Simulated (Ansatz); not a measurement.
## VH2: enthalpy against pressure

VH2, Fm-3m, a = 4.164 Å. The structure is a COD entry; whether it is the stable form wasn't checked. Ansatz: PBEsol, PAW, 420 eV, Γ-centred 18×18×18 mesh on 3 atoms, Gaussian smearing 0.10 eV; no spin polarisation. Cell and atoms are relaxed at each pressure, and no other structure is tried, so the rows at high pressure may lie past a change of phase. y is the enthalpy over the state at zero pressure; there V0 = 6.017 Å³/atom. The pressures are the targets, met within 0.06 GPa.

| P (GPa) | y (eV/atom) |
| --- | --- |
| -3.0 | -0.1136 |
| 0.0 | 0.0000 |
| 3.0 | 0.1118 |
| 8.0 | 0.2945 |
| 15.0 | 0.5435 |
| 30.0 | ? |
| 60.0 | 2.0073 |

**Question.** Fit y = c1 P + c2 P² + c3 P³ to the other rows, say what c1 and c2 mean, and predict the missing value.

**Answer.** Least squares on the rows shown. y = 0.037552 P − 9.4638×10⁻⁵ P² + 4.3928×10⁻⁷ P³. Since dH/dP = V, c1 is V0: 0.037552 eV/GPa × 160.2 = 6.016 Å³ against 6.017; c2 = −V0/(2B0) gives B0 = 198 GPa, where a Birch–Murnaghan fit to the volumes of the same runs (not shown) gives 190 GPa: a cubic over this range folds the higher terms into c2. At P = 30.0 the fit asked for gives 1.0532 eV/atom. The run gave 1.0547 eV/atom, so the fit is 0.0015 eV/atom too low, 0.071 % of the span of the series, against an rms of 0.00005 eV/atom on the fitted rows. With a term in P⁴ added, a fit to the same known rows predicts 1.0553 eV/atom, a smaller miss on the other side.